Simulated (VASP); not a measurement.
# Sn (Im-3m) in VASP: further runs, part 2 of 2

VASP 6.6.1. The steps go on from the part before.

## Step 3: Single point, PBEsol

The input, INCAR:

```
SYSTEM = Sn
PREC = Accurate
ENCUT = 400
EDIFF = 1E-6
ISMEAR = -1
SIGMA = 0.1
LREAL = .False.
LASPH = .True.
NELM = 100
ALGO = Normal
ISIF = 2
LWAVE = .False.
LCHARG = .False.
GGA = PS
NBANDS = 13
ADDGRID = .False.
```

The input, KPOINTS:

```
Automatic mesh
0
Gamma
  7 7 7
  0 0 0
```

The input, POSCAR:

```
Sn
1.0
   -1.8946518192      1.8946518192      1.8946518192
    1.8946518192     -1.8946518192      1.8946518192
    1.8946518192      1.8946518192     -1.8946518192
Sn
1
Direct
    0.0000000000      0.0000000000      0.0000000000
```

Potentials or basis: VASP PAW PBE potentials, release 64 (Sn_d).

On the command line:

```sh
$ cat potpaw_PBE.64/Sn_d/POTCAR > POTCAR
$ mpirun -np 1 vasp_std > vasp.out
```

OUTCAR:

```text
SYSTEM = Sn
   PREC = Accurate
   ENCUT = 400
   EDIFF = 1E-6
   ISMEAR = -1
   LREAL = .False.
   LASPH = .True.
   NELM = 100
   ISIF = 2
   GGA = PS

 Found     20 irreducible k-points:

 Following reciprocal coordinates:
            Coordinates               Weight
  0.000000  0.000000  0.000000      1.000000
  0.142857  0.000000  0.000000     12.000000
  0.285714  0.000000  0.000000     12.000000
  0.428571  0.000000  0.000000     12.000000
  0.142857  0.142857  0.000000     24.000000
  0.285714  0.142857  0.000000     48.000000
   k-points           NKPTS =     20   k-points in BZ     NKDIM =     20   number of bands    NBANDS=     13
   number of dos      NEDOS =    301   number of ions     NIONS =      1
   total plane-waves  NPLWV =  13824
   dimension x,y,z NGX =    24 NGY =   24 NGZ =   24
   dimension x,y,z NGXF=    48 NGYF=   48 NGZF=   48
   ions per type =               1
   NGX,Y,Z   is equivalent  to a cutoff of  12.16, 12.16, 12.16 a.u.
   NGXF,Y,Z  is equivalent  to a cutoff of  24.32, 24.32, 24.32 a.u.
 SYSTEM =  Sn
   PREC   = accura    normal or accurate (medium, high low for compatibility)
   ISTART =      0    job   : 0-new  1-cont  2-samecut
   ICHARG =      2    charge: 1-file 2-atom 10-const
   ISPIN  =      1    spin polarized calculation?
   LNONCOLLINEAR =      F non collinear calculations
   LSORBIT =      F    spin-orbit coupling
   LASPH  =      T    aspherical Exc in radial PAW
   ENCUT  =  400.0 eV  29.40 Ry    5.42 a.u.   5.35  5.35  5.35*2*pi/ulx,y,z
   NELM   =    100;   NELMIN=  2; NELMDL= -5     # of ELM steps
   EDIFF  = 0.1E-05   stopping-criterion for ELM
   LREAL  =      F    real-space projection
   EDIFFG = 0.1E-04   stopping-criterion for IOM
   NSW    =      0    number of steps for IOM
   IBRION =     -1    ionic relax: 0-MD 1-quasi-New 2-CG
   NFREE  =      0    steps in history (QN), initial steepest desc. (CG)
   ISIF   =      2    stress and relaxation
   ISYM   =      2    0-nonsym 1-usesym 2-fastsym
   POTIM  = 0.5000    time-step for ionic-motion
   TEBEG  =    0.0;   TEEND  =   0.0 temperature during run
   PSTRESS=    0.0 pullay stress
   NELECT =      14.0000    total number of electrons
   NUPDOWN=      -1.0000    fix difference up-down
   EMIN   =  10.00;   EMAX   =-10.00  energy-range for DOS
   EFERMI =   0.00;   METHOD = LEGACY
   ISMEAR =    -1;   SIGMA  =   0.10  broadening in eV -4-tet -1-fermi 0-gaus
   EFERMI_NEDOS =   21; number of points for ismear=-14 and -15
   IALGO  =     38    algorithm
   IMIX   =      4    mixing-type and parameters
     AMIX     =   0.40;   BMIX     =  1.00
     AMIX_MAG =   1.60;   BMIX_MAG =  1.00
  volume/ion in A,a.u.               =      27.20       183.59
  Fermi-wavevector in a.u.,A,eV,Ry     =   1.311902  2.479136 23.416813  1.721087
  Thomas-Fermi vector in A             =   2.442332
   LORBIT       =      0    0 simple, 1 ext, 2 COOP (PROOUT), +10 PAW based schemes
   GGA     = PS    functional components
   LHFCALC =     F    Hartree Fock is set to
   AEXX    =    0.0000 exact exchange contribution
   IVDW    =     0    specifies the selected vdW correction
   LEPSILON=     F    determine dielectric tensor
   LRPA    =     F    only Hartree local field effects (RPA)
 non-spin polarized calculation
  energy-cutoff  :      400.00
  volume of cell :       27.20
 maximum number of plane-waves:       531
 NGX is ok and might be reduce to    24
   NGX = 11   NGY = 11   NGZ = 11

 number of electron      13.9999996 magnetization

 Free energy of the ion-electron system (eV)
  ---------------------------------------------------
  ext. energy  EPLUGINS =         0.00000000
  ---------------------------------------------------
  free energy    TOTEN  =        -4.26107581 eV

  energy without entropy =       -4.24222084  energy(sigma->0) =       -4.25164832

 E-fermi :   8.1258     XC(G=0): -10.4995

 val. band max:        7.8980408948   @ k =   0.1429   0.1429   0.1429
 cond. band min:       8.2782990588   @ k =   0.2857   0.1429   0.1429
 fundamental gap:      0.3802581640
 Fermi energy:         8.1258091588

 k-point     1 :       0.0000    0.0000    0.0000
  band No.  band energies     occupation
      1     -13.5190      2.00000
      2     -13.5190      2.00000
      3     -13.5190      2.00000
      4     -13.3796      2.00000
      5     -13.3796      2.00000
      6      -3.1722      2.00000
      7      15.8622      0.00000
      8      15.8622      0.00000
      9      15.8622      0.00000
     10      20.0375      0.00000
     11      20.0375      0.00000
     12      20.0375      0.00000
     13      20.6656      0.00000
[... 66 lines left out ...]
  band No.  band energies     occupation
      1     -13.5416      2.00000
      2     -13.4862      2.00000
      3     -13.3995      2.00000
      4     -13.3898      2.00000
      5     -13.3416      2.00000
      6      -0.0875      2.00000
      7       6.5043      2.00000
      8       9.8999      0.00000
      9      12.7896      0.00000
     10      17.1556      0.00000
     11      19.2049      0.00000
     12      20.3880      0.00000
     13      24.3122      0.00000

 [... further k-points ...]

------------------------ aborting loop because EDIFF is reached ----------------------------------------

  FORCE on cell =-STRESS in cart. coord.  units (eV):
  Direction    XX          YY          ZZ          XY          YZ          ZX
  --------------------------------------------------------------------------------------
  -------------------------------------------------------------------------------------
  Total       -0.3164327     -0.3164327     -0.3164327      0.0000000     -0.0000000      0.0000000
  in kB      -18.6356147    -18.6356147    -18.6356147      0.0000000     -0.0000000      0.0000000
  external PRESSURE =     -18.6356147 kB  Pullay stress =       0.0000000 kB

 VOLUME and BASIS-vectors are now :
 -----------------------------------------------------------------------------
  energy-cutoff  :      400.00
  volume of cell :       27.20
      direct lattice vectors                 reciprocal lattice vectors
    -1.894651819  1.894651819  1.894651819     0.000000000  0.263900731  0.263900731
     1.894651819 -1.894651819  1.894651819     0.263900731  0.000000000  0.263900731
     1.894651819  1.894651819 -1.894651819     0.263900731  0.263900731  0.000000000

 POSITION                                       TOTAL-FORCE (eV/Angst)
 -----------------------------------------------------------------------------------
      0.00000      0.00000      0.00000        -0.000000     -0.000000      0.000000
 -----------------------------------------------------------------------------------
    total drift:                                0.000000      0.000000      0.000000

  FREE ENERGIE OF THE ION-ELECTRON SYSTEM (eV)
  ---------------------------------------------------
  free  energy   TOTEN  =        -4.2610758073 eV

  energy  without entropy=       -4.2422208409  energy(sigma->0) =       -4.25164832
```

OSZICAR:

```text
N       E                     dE             d eps       ncg     rms          rms(c)
DAV:   1     0.731143225127E+02    0.73114E+02   -0.62356E+03   540   0.133E+03
DAV:   2     0.729219555661E+00   -0.72385E+02   -0.70263E+02   525   0.295E+02
DAV:   3    -0.418279048221E+01   -0.49120E+01   -0.48980E+01   651   0.680E+01
DAV:   4    -0.427798558269E+01   -0.95195E-01   -0.95178E-01   643   0.993E+00
DAV:   5    -0.428102930861E+01   -0.30437E-02   -0.30436E-02   645   0.177E+00    0.135E+00
DAV:   6    -0.426576114457E+01    0.15268E-01   -0.16713E-02   670   0.228E+00    0.722E-01
DAV:   7    -0.426134280980E+01    0.44183E-02   -0.91239E-03   650   0.158E+00    0.119E-01
DAV:   8    -0.426107497764E+01    0.26783E-03   -0.67968E-04   660   0.443E-01    0.200E-02
DAV:   9    -0.426107534868E+01   -0.37104E-06   -0.12344E-05   699   0.414E-02    0.125E-02
DAV:  10    -0.426107580734E+01   -0.45866E-06   -0.81424E-07   475   0.886E-03
   1 F= -.42610758E+01 E0= -.42516483E+01  d E =-.188550E-01
```

stdout:

```text
POSCAR found type information on POSCAR Sn
 POSCAR found :  1 types and       1 ions
 scaLAPACK will be used
 -----------------------------------------------------------------------------
|                                                                             |
|                                                                             |
|     You enforced a specific xc type in the INCAR file but a different       |
|     I HOPE YOU KNOW WHAT YOU ARE DOING!                                     |
|                                                                             |
 -----------------------------------------------------------------------------

 LDA part: xc-table for (Slater+PW92), standard interpolation
 POSCAR, INCAR and KPOINTS ok, starting setup
 FFT: planning ... GRIDC
 FFT: planning ... GRID_SOFT
 FFT: planning ... GRID
 WAVECAR not read
 entering main loop
```

It took 4.4 s on 1 thread of Intel Xeon Platinum 8375C at 2.90GHz (Ice Lake), shared host; peak memory 0.13 GiB.

These settings aren't checked as converged: the numbers below hold their error.

Results:

```
Free energy            : -4.2611 eV
Pressure               : -1.9 GPa
Band gap on the k mesh : none (metal or under the smearing width)
```

Caveat: the PAW data sets were made with another functional, which shifts forces and pressure a little.

## Step 4: Single point, PBEsol

Edit INCAR of step 3 so:

```diff
@@ -5,3 +5,3 @@
 ISMEAR = -1
-SIGMA = 0.1
+SIGMA = 0.4
 LREAL = .False.
```

KPOINTS is that of step 3.

POSCAR is that of step 3.

On the command line:

```sh
$ cat potpaw_PBE.64/Sn_d/POTCAR > POTCAR
$ mpirun -np 1 vasp_std > vasp.out
```

It took 4.3 s on 1 thread of Intel Xeon Platinum 8375C at 2.90GHz (Ice Lake), shared host; peak memory 0.13 GiB.

These settings aren't checked as converged: the numbers below hold their error.

Results:

* Free energy: -4.3917 eV
* Pressure: -1.5 GPa
* Band gap on the k mesh: none (metal or under the smearing width)

Caveat: the PAW data sets were made with another functional, which shifts forces and pressure a little.

## Step 5: Single point, PBEsol

Edit INCAR of step 4 so:

```diff
@@ -5,3 +5,3 @@
 ISMEAR = -1
-SIGMA = 0.4
+SIGMA = 0.2
 LREAL = .False.
```

KPOINTS is that of step 4.

POSCAR is that of step 4.

On the command line:

```sh
$ cat potpaw_PBE.64/Sn_d/POTCAR > POTCAR
$ mpirun -np 1 vasp_std > vasp.out
```

It took 4.2 s on 1 thread of Intel Xeon Platinum 8375C at 2.90GHz (Ice Lake), shared host; peak memory 0.13 GiB.

The run converged, but some of its settings lie outside the range that counts as converged, so its numbers aren't taken as properties of the crystal.

Results:

- Free energy: -4.2877 eV
- Pressure: -1.9 GPa
- Band gap on the k mesh: none (metal or under the smearing width)

Caveat: the PAW data sets were made with another functional, which shifts forces and pressure a little.

## Step 6: Single point, PBEsol

Edit INCAR of step 5 so:

```diff
@@ -5,3 +5,3 @@
 ISMEAR = -1
-SIGMA = 0.2
+SIGMA = 0.05
 LREAL = .False.
```

KPOINTS is that of step 5.

POSCAR is that of step 5.

Potentials or basis: VASP PAW PBE potentials, release 64 (Sn_d).

On the command line:

```sh
$ cat potpaw_PBE.64/Sn_d/POTCAR > POTCAR
$ mpirun -np 1 vasp_std > vasp.out
```

It took 3.9 s on 1 thread of Intel Xeon Platinum 8375C at 2.90GHz (Ice Lake), shared host; peak memory 0.13 GiB.

The run converged, but some of its settings lie outside the range that counts as converged, so its numbers aren't taken as properties of the crystal.

What came out:

```
Free energy            : -4.2529 eV
Pressure               : -1.8 GPa
Band gap on the k mesh : none (metal or under the smearing width)
```

Caveat: the PAW data sets were made with another functional, which shifts forces and pressure a little.

## Step 7: For comparison

An earlier run on the cell as given: functional PBE; potentials or basis VASP PAW PBE potentials, release 64 (Sn_d); cutoff 520 eV; k mesh 10 × 10 × 10; occupations fermi-dirac, width 0.05 eV; no spin polarisation.

* Pressure: 0.6 GPa
* Band gap on the k mesh: none (metal or under the smearing width)
